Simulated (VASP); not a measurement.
# Al (Fm-3m) in VASP: a series of runs, part 2 of 2

VASP 6.6.1. The steps go on from the part before.

**3. Relaxation of cell and atoms, PBE**

This run uses another cell than the first one, of 16.48 Å³/atom, 0.992 times its volume.

The input, INCAR:

```
PREC = Accurate
ENCUT = 600
EDIFF = 1E-7
ISMEAR = 1
SIGMA = 0.1
LREAL = False
LASPH = True
NELM = 80
ALGO = Normal
ISIF = 3
LWAVE = False
LCHARG = False
GGA = PE
IBRION = 2
NSW = 90
EDIFFG = -0.005
```

The input, KPOINTS:

```
Automatic mesh
0
Gamma
  16 16 16
```

The input, POSCAR:

```
Al                                      
1.0
   -0.0000000000      2.0196414341      2.0196414341
    2.0196414341     -0.0000000000      2.0196414341
    2.0196414341      2.0196414341     -0.0000000000
  Al            
     1
Direct
     0.0000000000000000    0.0000000000000000    0.0000000000000000
```

Potentials or basis: VASP PAW PBE potentials, release 64 (Al).

Command:

```console
cat potpaw_PBE.64/Al/POTCAR > POTCAR
mpirun -np 1 vasp_std > vasp.out
```

OUTCAR:

```text
PREC = Accurate
   ENCUT = 600
   EDIFF = 1E-7
   ISMEAR = 1
   LREAL = False
   LASPH = True
   NELM = 80
   ISIF = 3
   GGA = PE
   IBRION = 2
   NSW = 90
   EDIFFG = -0.005

 ion  position               nearest neighbor table
   1  0.000  0.000  0.000-

  LATTYP: Found a face centered cubic cell.
 ALAT       =     4.0392828682

  Lattice vectors:

 A1 = (   0.0000000000,   2.0196414341,   2.0196414341)
 A2 = (   2.0196414341,   0.0000000000,   2.0196414341)
 A3 = (   2.0196414341,   2.0196414341,   0.0000000000)

Analysis of symmetry for initial positions (statically):
=====================================================================
 Subroutine PRICEL returns:
 Original cell was already a primitive cell.

 Routine SETGRP: Setting up the symmetry group for a
 face centered cubic supercell.

 Subroutine GETGRP returns: Found 48 space group operations
 (whereof 48 operations were pure point group operations)
 out of a pool of 48 trial point group operations.

The static configuration has the point symmetry O_h .

Analysis of symmetry for dynamics (positions and initial velocities):
=====================================================================
 Subroutine PRICEL returns:
 Original cell was already a primitive cell.

 Routine SETGRP: Setting up the symmetry group for a
 face centered cubic supercell.

 Subroutine GETGRP returns: Found 48 space group operations
 (whereof 48 operations were pure point group operations)
 out of a pool of 48 trial point group operations.

The dynamic configuration has the point symmetry O_h .

 Subroutine INISYM returns: Found 48 space group operations
 (whereof 48 operations are pure point group operations),
 and found     1 'primitive' translations

----------------------------------------------------------------------------------------

                                     Primitive cell

  volume of cell :      16.4760

  direct lattice vectors                    reciprocal lattice vectors
     0.000000000  2.019641434  2.019641434    -0.247568698  0.247568698  0.247568698
     2.019641434  0.000000000  2.019641434     0.247568698 -0.247568698  0.247568698
     2.019641434  2.019641434  0.000000000     0.247568698  0.247568698 -0.247568698

  length of vectors
     2.856204307  2.856204307  2.856204307     0.428801563  0.428801563  0.428801563

  position of ions in fractional coordinates (direct lattice)
     0.000000000  0.000000000  0.000000000

  ion indices of the primitive-cell ions
   primitive index   ion index
                 1           1

----------------------------------------------------------------------------------------

 KPOINTS: Automatic mesh

Automatic generation of k-mesh.
 Grid dimensions read from file:
 generate k-points for:   16   16   16

 Generating k-lattice:

  Cartesian coordinates                     Fractional coordinates (reciprocal lattice)
    -0.015473044  0.015473044  0.015473044     0.062500000  0.000000000  0.000000000
     0.015473044 -0.015473044  0.015473044     0.000000000  0.062500000  0.000000000
     0.015473044  0.015473044 -0.015473044     0.000000000  0.000000000  0.062500000

  Length of vectors
     0.026800098  0.026800098  0.026800098

  Shift w.r.t. Gamma in fractional coordinates (k-lattice)
     0.000000000  0.000000000  0.000000000

 Subroutine IBZKPT returns following result:
 ===========================================

 Found    145 irreducible k-points:

 Following reciprocal coordinates:
            Coordinates               Weight
  0.000000  0.000000  0.000000      1.000000
  0.062500  0.000000  0.000000      8.000000
  0.125000  0.000000  0.000000      8.000000
  0.187500  0.000000  0.000000      8.000000
  0.250000  0.000000  0.000000      8.000000
  0.312500  0.000000  0.000000      8.000000
[... 16 lines left out ...]
 -0.125000  0.062500  0.000000     24.000000
 -0.062500  0.062500  0.000000     12.000000
 [... further k-points ...]
   k-points           NKPTS =    145   k-points in BZ     NKDIM =    145   number of bands    NBANDS=      5
   number of dos      NEDOS =    301   number of ions     NIONS =      1
   total plane-waves  NPLWV =  13824
   dimension x,y,z NGX =    24 NGY =   24 NGZ =   24
   dimension x,y,z NGXF=    48 NGYF=   48 NGZF=   48
   ions per type =               1
   NGX,Y,Z   is equivalent  to a cutoff of  13.97, 13.97, 13.97 a.u.
   NGXF,Y,Z  is equivalent  to a cutoff of  27.94, 27.94, 27.94 a.u.
 SYSTEM =  unknown system
   PREC   = accura    normal or accurate (medium, high low for compatibility)
   ISTART =      0    job   : 0-new  1-cont  2-samecut
   ICHARG =      2    charge: 1-file 2-atom 10-const
   ISPIN  =      1    spin polarized calculation?
   LNONCOLLINEAR =      F non collinear calculations
   LSORBIT =      F    spin-orbit coupling
   LASPH  =      T    aspherical Exc in radial PAW
   ENCUT  =  600.0 eV  44.10 Ry    6.64 a.u.   5.70  5.70  5.70*2*pi/ulx,y,z
   NELM   =     80;   NELMIN=  2; NELMDL= -5     # of ELM steps
   EDIFF  = 0.1E-06   stopping-criterion for ELM
   LREAL  =      F    real-space projection
   EDIFFG = -.5E-02   stopping-criterion for IOM
   NSW    =     90    number of steps for IOM
   IBRION =      2    ionic relax: 0-MD 1-quasi-New 2-CG
   NFREE  =      1    steps in history (QN), initial steepest desc. (CG)
   ISIF   =      3    stress and relaxation
   ISYM   =      2    0-nonsym 1-usesym 2-fastsym
   POTIM  = 0.5000    time-step for ionic-motion
   TEBEG  =    0.0;   TEEND  =   0.0 temperature during run
   PSTRESS=    0.0 pullay stress
   NELECT =       3.0000    total number of electrons
   NUPDOWN=      -1.0000    fix difference up-down
   EMIN   =  10.00;   EMAX   =-10.00  energy-range for DOS
   EFERMI =   0.00;   METHOD = LEGACY
   ISMEAR =     1;   SIGMA  =   0.10  broadening in eV -4-tet -1-fermi 0-gaus
   EFERMI_NEDOS =   21; number of points for ismear=-14 and -15
   IALGO  =     38    algorithm
   IMIX   =      4    mixing-type and parameters
     AMIX     =   0.40;   BMIX     =  1.00
     AMIX_MAG =   1.60;   BMIX_MAG =  1.00
  volume/ion in A,a.u.               =      16.48       111.19
  Fermi-wavevector in a.u.,A,eV,Ry     =   0.927892  1.753462 11.714404  0.860984
  Thomas-Fermi vector in A             =   2.054011
   LORBIT       =      0    0 simple, 1 ext, 2 COOP (PROOUT), +10 PAW based schemes
   GGA     = PE    functional components
   LHFCALC =     F    Hartree Fock is set to
   AEXX    =    0.0000 exact exchange contribution
   IVDW    =     0    specifies the selected vdW correction
   LEPSILON=     F    determine dielectric tensor
   LRPA    =     F    only Hartree local field effects (RPA)
 conjugate gradient relaxation of ions
 non-spin polarized calculation
 Methfessel and Paxton  Order N= 1 SIGMA  =   0.10
  energy-cutoff  :      600.00
  volume of cell :       16.48
 maximum number of plane-waves:       568
   NGX = 11   NGY = 11   NGZ = 11

 number of electron       3.0000000 magnetization

 Free energy of the ion-electron system (eV)
  ---------------------------------------------------
  ext. energy  EPLUGINS =         0.00000000
  ---------------------------------------------------
  free energy    TOTEN  =        -3.75163171 eV

  energy without entropy =       -3.75197646  energy(sigma->0) =       -3.75174662

 E-fermi :   8.0566     XC(G=0): -10.2020

 val. band max:        8.0181297270   @ k =  -0.2500   0.3125   0.1250
 cond. band min:       8.1335213052   @ k =   0.4375   0.4375   0.0000
 fundamental gap:      0.1153915782
 Fermi energy:         8.0566143784

 k-point     1 :       0.0000    0.0000    0.0000
  band No.  band energies     occupation
      1      -3.1294      2.00000
      2      20.6423      0.00000
      3      20.6423      0.00000
      4      20.6423      0.00000
      5      22.1451      0.00000

 k-point     2 :       0.0625    0.0000    0.0000
  band No.  band energies     occupation
      1      -3.0231      2.00000
      2      18.8560      0.00000
      3      20.2689      0.00000
      4      20.2689      0.00000
      5      22.6838      0.00000

 k-point     3 :       0.1250    0.0000    0.0000
  band No.  band energies     occupation
      1      -2.7047      2.00000
      2      16.3374      0.00000
      3      19.6998      0.00000
      4      19.6998      0.00000
      5      22.7470      0.00000
[... 153 lines left out ...]
 k-point    23 :      -0.1250    0.0625    0.0000
  band No.  band energies     occupation
      1      -2.4576      2.00000
      2      15.5205      0.00000
      3      17.6941      0.00000
      4      20.7903      0.00000
      5      22.9131      0.00000

 k-point    24 :      -0.0625    0.0625    0.0000
  band No.  band energies     occupation
      1      -2.8461      2.00000
      2      17.7824      0.00000
      3      18.5267      0.00000
      4      20.9179      0.00000
      5      22.3195      0.00000

 [... further k-points ...]
[... 5 lines left out ...]
  --------------------------------------------------------------------------------------
  -------------------------------------------------------------------------------------
  Total       -0.0000329     -0.0000329     -0.0000329     -0.0000000     -0.0000000     -0.0000000
  in kB       -0.0032006     -0.0032006     -0.0032006     -0.0000000     -0.0000000     -0.0000000
  external PRESSURE =      -0.0032006 kB  Pullay stress =       0.0000000 kB

 VOLUME and BASIS-vectors are now :
 -----------------------------------------------------------------------------
  energy-cutoff  :      600.00
  volume of cell :       16.48
      direct lattice vectors                 reciprocal lattice vectors
     0.000000000  2.019641434  2.019641434    -0.247568698  0.247568698  0.247568698
     2.019641434  0.000000000  2.019641434     0.247568698 -0.247568698  0.247568698
     2.019641434  2.019641434  0.000000000     0.247568698  0.247568698 -0.247568698

 POSITION                                       TOTAL-FORCE (eV/Angst)
 -----------------------------------------------------------------------------------
      0.00000      0.00000      0.00000         0.000000     -0.000000     -0.000000
 -----------------------------------------------------------------------------------
    total drift:                               -0.000000     -0.000000     -0.000000

  FREE ENERGIE OF THE ION-ELECTRON SYSTEM (eV)
  ---------------------------------------------------
  free  energy   TOTEN  =        -3.7516317051 eV

  energy  without entropy=       -3.7519764574  energy(sigma->0) =       -3.75174662

 reached required accuracy - stopping structural energy minimisation
```

It took 6.1 s on 1 thread of Intel Xeon Platinum 8259CL at 2.50GHz (Skylake/Cascade Lake), shared host; peak memory 0.14 GiB.

Results:

| Quantity | Value |
| --- | --- |
| Free energy | -3.7516 eV |
| Pressure after relaxing | 0.0 GPa |
| Band gap on the k mesh | none (metal or under the smearing width) |

Final structure:
```yaml
crystal:
  lattice:
    - [0.00000, 2.01964, 2.01964]
    - [2.01964, 0.00000, 2.01964]
    - [2.01964, 2.01964, 0.00000]
  atoms:
    - { symbol: Al, position: [0.00000, 0.00000, 0.00000] }
```

Caveat: the relaxation stopped at its first step, so nothing moved.
